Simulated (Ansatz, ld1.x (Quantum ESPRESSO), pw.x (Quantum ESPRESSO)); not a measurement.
# gallium (Ga): does the TM potential hold in the solid?

gallium (Ga), norm-conserving Troullier–Martins (Kleinman–Bylander form), made with ld1.x (Quantum ESPRESSO) 7.5 (LDA (PW92), scalar-relativistic). Core [Ar] 3d10, reference 4s1 4p2. Waves: 4p (bound): rc 2.65 bohr; 4d channel at 0.4 Ry: rc 2.65 bohr; 4s (bound): rc 2.05 bohr. Local part: the s channel. Core correction: none.

Atomic tests: cutoffs needed: 12 Ry and 30 Ry (the cutoffs (Ry, on a coarse ladder) from which the occupation-weighted sum of valence levels, in a spherical-Bessel basis at the reference potential, stays within 10 and 1 mRy of its value at 400 Ry); ghost test: no extra level below or beside the all-electron valence levels (p, d, s, f tested) (spherical-Bessel basis up to 400 Ry, 20 bohr box); largest excitation error: +86 meV (all-electron minus pseudo) for 4s1 4p0, out of 7 test configurations.

Crystal test: fcc Ga in pw.x 7.5, no spin, 14³ k-points, Fermi–Dirac smearing 0.01 Ry, cutoffs 40/160 Ry. The reference is all-electron LAPW (Ansatz 0.2.0) with the same functional, mesh and smearing; V0 and B0 come from Birch–Murnaghan fits to the pressures at five volumes. Errors are pseudo minus all-electron; Δ is the rms difference of the E(V) curves that follow from these fits, minima aligned, over ±6 % about the mean V0. Mesh and smearing are coarse, so the numbers serve the comparison and aren't converged zero-temperature values; the lattice is a test structure that the element need not adopt.

All-electron: a0 = 4.093 Å (V0 = 17.15 Å³/atom), B0 = 65.0 GPa.

Q: How far does the potential miss the all-electron equation of state?

A: mean pressure error (GPa): -5.37. The pressure does not cross zero within the volumes sampled, so no fit is given. This is a poor potential for the solid.

```tsv
V (Å³/atom)	P all-electron (GPa)	P pseudo (GPa)
16.293	3.76	-2.59
16.721	1.73	-4.07
17.150	-0.02	-5.33
17.579	-1.53	-6.40
18.008	-2.83	-7.31
```

Q: At the middle volume, how do free energy and pressure move when the wave cutoff is lowered (ecutrho kept at four times it)?

A:

```csv
cutoff (Ry),shift of F (meV/atom),shift of P (GPa)
18,+95.9,-0.60
24,+44.4,-1.32
32,+4.3,-0.35
```

Input at the middle volume:

```
&control
  calculation='scf', prefix='x', pseudo_dir='./', outdir='./tmp', tstress=.true., disk_io='none'
/
&system
  ibrav=0, nat=1, ntyp=1, ecutwfc=40, ecutrho=160, nbnd=8,
  occupations='smearing', smearing='fd', degauss=0.01
/
&electrons
  conv_thr=1e-09, mixing_beta=0.4, electron_maxstep=70
/
ATOMIC_SPECIES
Ga 1.0 Ga.UPF
CELL_PARAMETERS angstrom
  0.00000000 2.04681242 2.04681242
  2.04681242 0.00000000 2.04681242
  2.04681242 2.04681242 0.00000000
ATOMIC_POSITIONS crystal
Ga 0.0000 0.0000 0.0000
K_POINTS automatic
14 14 14 0 0 0
```

```bash
pw.x < Ga.scf.in > Ga.scf.out
```

Lines of the output:

```
Message from routine setup:
     using ibrav=0 with symmetry is DISCOURAGED, use correct ibrav instead
     lattice parameter (alat)  =       5.4701  a.u.
     unit-cell volume          =     115.7339 (a.u.)^3
     number of electrons       =         3.00
     number of Kohn-Sham states=            8
     kinetic-energy cutoff     =      40.0000  Ry
     charge density cutoff     =     160.0000  Ry
     scf convergence threshold =      1.0E-09
     Exchange-correlation= PW
     number of k points=   104  Fermi-Dirac smearing, width (Ry)=  0.0100
     iteration #  1     ecut=    40.00 Ry     beta= 0.40
     total energy              =      -4.53510010 Ry
     estimated scf accuracy    <       0.00106560 Ry
     iteration #  2     ecut=    40.00 Ry     beta= 0.40
     total energy              =      -4.53508988 Ry
     estimated scf accuracy    <       0.00036449 Ry
     iteration #  3     ecut=    40.00 Ry     beta= 0.40
     total energy              =      -4.53509452 Ry
     estimated scf accuracy    <       0.00000026 Ry
     iteration #  4     ecut=    40.00 Ry     beta= 0.40
     c_bands:  1 eigenvalues not converged
     the Fermi energy is     6.3016 ev
!    total energy              =      -4.53509472 Ry
     estimated scf accuracy    <          8.8E-10 Ry
     smearing contrib. (-TS)   =      -0.00161492 Ry
     The total energy is F=E-TS. E is the sum of the following terms:
     one-electron contribution =       2.37723889 Ry
     hartree contribution      =       0.01584031 Ry
     xc contribution           =      -1.59245002 Ry
     ewald contribution        =      -5.33410898 Ry
     convergence has been achieved in   4 iterations
          total   stress  (Ry/bohr**3)                   (kbar)     P=      -53.30
     Message from routine punch:
     Nothing written, as per user request (disk_io='none')
```

The run at the middle volume (104 k-points, 4 iterations) took about 3.5 s on one core of a shared host (Neoverse-V2, 192 threads, 1485 GiB, load 35).
